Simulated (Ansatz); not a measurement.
Crystal: Zr.

```
Zr
1.0
     3.23200    0.00000    0.00000
    -1.61600    2.79899    0.00000
     0.00000    0.00000    5.14700
Zr
2
Direct
  0.66667 0.33333 0.75000
  0.33333 0.66667 0.25000
```

Below is the output of Ansatz 0.2.0 for this cell. Logs are shortened: lines on timing, memory, paths and dates and some standing lists are left out, and cuts for length are marked.

```text
Warning: RAYON_NUM_THREADS=1 ignored (pool sized by the plan → 1); use --threads N
LAPW: plane waves up to 6.756 Å⁻¹, error target 1.0e-3 eV per atom; small_component_spin mean_spin; Zr in spheres of 1.589 Å, 22 of its electrons in bands, Dirac shells [] (how accurate: hamiltonian.pseudopotentials.lapw.basis_error, Limitations)
Engine: ansatz 0.2.0, aarch64-unknown-linux-gnu
Pseudopotentials: kind: all_electron
Pseudopotential: Zr, LAPW, valence charge 22, lapw/all_electron/scalar/gaussian/Zr, Koelling and Harmon's equation, gaussian nucleus
Functional definition: PBE
  parameter kappa = 0.804
  parameter beta = 0.06672455060314922
  exchange = pbe_x(kappa = kappa, mu = beta*pi^2/3)
  correlation = pbe_c(beta = beta)
Crystal: 2 atoms, lattice volume = 46.562 Å³
Basis set: ecut = 173.88150169088817 eV, 251 PW (Γ), exchange–correlation at level 2
Bands: 27, of which v1, the nominal top of the filled ones, is band 22 counted from 1 (21 counted from 0)
Symmetry: 24 space group operations
Space group: P63/mmc (ITA 194), of the structure as read, at distance tolerance 3.6e-5 Å
k-points: 36 of 405
Non-local potential: Zr, projectors of the file, none
Initial density: superposition of atomic densities (chi_scale 0.1, normalization cell)
Initial wavefunctions: plane waves of lowest kinetic energy (no species holds an atomic orbital)
Functional: x = pbe(κ = 0.804, μ = 0.2195149727645171), c = pbe(β = 0.06672455060314922)
iter 1 solved again at ethr=3.55e-4 eV; its pass at ethr=1.00e-1 eV (dr2=1.56e-1 eV) is discarded
SCF iter   1: F=—  HF=-195854.399914 eV  |F-HF|=—  |Δ(HF+E_count)|=         —  Δρ=1.91e-2  dr2=1.57e-1  ethr=3.55e-4  ⟨swp⟩=2.7  Hψ=6468  notcnv=0
preconditioner: auto → Kerker (q_TF=auto, 2.703 Å⁻¹)  [metal: Δε(μ)=0.001 eV  Ē_g=3.781 eV  σ=0.011 eV  W_gap=0.03  n_scr=22 (ndim 8)  ℏωp=15.4 eV  f_vac=0.000  D(μ)=6.07/eV (n_scr^D=96)]
SCF iter   2: F=—  HF=-195854.240100 eV  |F-HF|=—  |Δ(HF+E_count)|=   1.60e-1  Δρ=1.14e-2  dr2=6.50e-2  ethr=3.55e-4  ⟨swp⟩=2.0  Hψ=3168  notcnv=0
preconditioner: auto → Resta (q_TF=auto, 2.703 Å⁻¹)  ε∞=18.6  [insulator: Δε(μ)=0.015 eV  Ē_g=3.668 eV  σ=0.011 eV  W_gap=0.67  n_scr=22 (ndim 8)  ℏωp=15.4 eV  f_vac=0.000  D(μ)=3.79/eV (n_scr^D=36)  ε∞_Penn≈18.6]
SCF iter   3: F=—  HF=-195854.228293 eV  |F-HF|=—  |Δ(HF+E_count)|=   1.18e-2  Δρ=5.99e-3  dr2=1.97e-2  ethr=1.48e-4  ⟨swp⟩=2.0  Hψ=3167  notcnv=0
iter 4 solved again at ethr=3.19e-6 eV; its pass at ethr=4.48e-5 eV (dr2=1.40e-3 eV) is discarded
SCF iter   4: F=—  HF=-195854.226672 eV  |F-HF|=—  |Δ(HF+E_count)|=         —  Δρ=1.50e-3  dr2=1.40e-3  ethr=3.19e-6  ⟨swp⟩=2.0  Hψ=5140  notcnv=0
the basis was enlarged: its passes take 719.3 KiB over the memory plan, 1 of 1 planned eigensolver slots
SCF iter   5: F=—  HF=-195854.226518 eV  |F-HF|=—  |Δ(HF+E_count)|=   1.54e-4  Δρ=3.92e-4  dr2=9.03e-5  ethr=3.18e-6  ⟨swp⟩=2.0  Hψ=2984  notcnv=0
SCF iter   6: F=—  HF=-195854.226524 eV  |F-HF|=—  |Δ(HF+E_count)|=   6.16e-6  Δρ=1.35e-4  dr2=1.14e-5  ethr=2.05e-7  ⟨swp⟩=2.0  Hψ=2984  notcnv=0
SCF iter   7: F=—  HF=-195854.226523 eV  |F-HF|=—  |Δ(HF+E_count)|=   6.56e-7  Δρ=1.54e-5  dr2=1.63e-7  ethr=2.59e-8  ⟨swp⟩=2.0  Hψ=2984  notcnv=0
SCF iter   8: F=-195854.226523 eV  HF=-195854.226523 eV  |F-HF|=1.57e-9  |Δ(HF+E_count)|=   2.02e-8  Δρ=5.43e-6  dr2=1.27e-8  ethr=3.70e-10  ⟨swp⟩=2.3  Hψ=2996  notcnv=0
SCF 1 converged in 8 iterations: F = -195854.226523 eV  dr2 = 1.27e-8
SCF converged after 8 iterations
Free energy (F): -195854.226523 eV
Harris-Foulkes:  -195854.226523 eV  (|F-HF|=1.57e-9)
Internal energy: -195854.226176 eV  (E = F + TS)
E sigma→0 (E₀):  -195854.226350 eV
Entropy (-TS):   -0.000347 eV (-0.174 meV/atom)
Fermi energy:    15.811171 eV
--- Per-component energies (eV) ---
  E_band       = -3210.919964
  E_kinetic    = 202299.604877
  E_xc         = -6221.761477
  E_electrostatic = -391932.069576  (all electrons and nuclei)
  E_smearing   = -0.000347  (= −TS)
  E_closure    = 0.000000  (closes the sum)
  E_atoms      = -195839.623081  (free atoms, spherical and without spin; not in F)
  Σ components = -195854.226523   (vs F -195854.226523, Δ=0.00e0)
  Basis errors (estimates in eV, not in F): energy 1.6e-4 per atom: plane waves 1.2e-4 (6.2e-5 summed), levels above the bands 0.0e0, relativity 5.6e-8, radial functions 4.2e-5, core shells 6.0e-7; eigenvalues (radial functions only) 8.4e-7; not estimated: angular momenta, meshes, grids; target (lapw.basis_error) 1.0e-3; muffin-tin radii Zr 1.589 Å
--- Forces (eV/Å), atoms counted from 1 ---
  atom   1  Zr     0.00000000     0.00000000     0.00000000
  atom   2  Zr     0.00000000    -0.00000000     0.00000000
  max |Σ_I F_I| component: 1.48e-16 eV/Å
--- Stress (GPa, compression-positive) ---
        0.218801       0.000000       0.000000
        0.000000       0.218801       0.000000
        0.000000       0.000000       1.364747
  P = ⅓ Tr σ = 0.6008 GPa (6.008 kbar)
--- Band table (eV; the first three rows and the last of 36) ---
  k-point 0: bands = ["-152.9863", "-152.9863", "-152.9862", "-152.9862", "-152.9845", "-152.9845", "-152.9613", "-152.9613", "-152.9613", "-152.9613", "-33.0569", "-32.9020", "-11.5866", "-10.7176", "-10.7176", "-10.5793", "-10.5760", "-10.5760", "10.1244", "12.7435", "16.6314", "16.6314", "16.7829", "16.9448", "17.3244", "17.3244", "17.9051"]
  k-point 1: bands = ["-152.9863", "-152.9863", "-152.9862", "-152.9862", "-152.9845", "-152.9845", "-152.9613", "-152.9613", "-152.9613", "-152.9613", "-33.0423", "-32.9170", "-11.4961", "-10.7043", "-10.7043", "-10.6819", "-10.5897", "-10.5897", "10.4537", "12.7032", "16.4005", "16.4946", "16.4946", "16.5332", "17.0928", "17.0928", "18.3714"]
  k-point 2: bands = ["-152.9863", "-152.9863", "-152.9863", "-152.9863", "-152.9845", "-152.9845", "-152.9613", "-152.9613", "-152.9613", "-152.9613", "-33.0040", "-32.9561", "-11.2541", "-10.9436", "-10.6691", "-10.6691", "-10.6253", "-10.6253", "11.3191", "12.2792", "15.7949", "16.0074", "16.4511", "16.4511", "16.6871", "16.6871", "19.2809"]
  k-point 35: bands = ["-152.9863", "-152.9863", "-152.9863", "-152.9863", "-152.9845", "-152.9845", "-152.9613", "-152.9613", "-152.9613", "-152.9613", "-32.8848", "-32.8848", "-11.3411", "-11.3411", "-11.1704", "-11.0710", "-10.7528", "-10.7528", "14.3051", "14.3440", "14.3440", "14.6120", "15.7605", "15.7605", "17.5852", "18.2211", "20.1689"]
```

Problem. What input gives this log?

Solution. Single point with PBE, no spin polarisation. The files as run (others can give the same):

input.yaml
```yaml
crystal:
  lattice:
    - [3.232, 0.0, 0.0]
    - [-1.616, 2.798994105, 0.0]
    - [0.0, 0.0, 5.147]
  atoms:
    - { symbol: Zr, position: [0.6666666667, 0.3333333333, 0.75] }
    - { symbol: Zr, position: [0.3333333333, 0.6666666667, 0.25] }
kpoints:
  mp_grid: { grid: [9, 9, 5] }
scf:
  occupations: { method: gaussian, width: 0.011 }
hamiltonian:
  xc: pbe
  pseudopotentials: { kind: all_electron, lapw: { basis_error: 0.001 } }
output:
  forces: true
  stress: true
  eigenvalues: true
```

Potentials or basis: all-electron LAPW, scalar-relativistic.
The run is started by
```console
$ ansatz run input.yaml --threads 1 --pin off --max-ram 3072MiB --backend cpu --events-out ev --progress --plain --runs-dir out
```
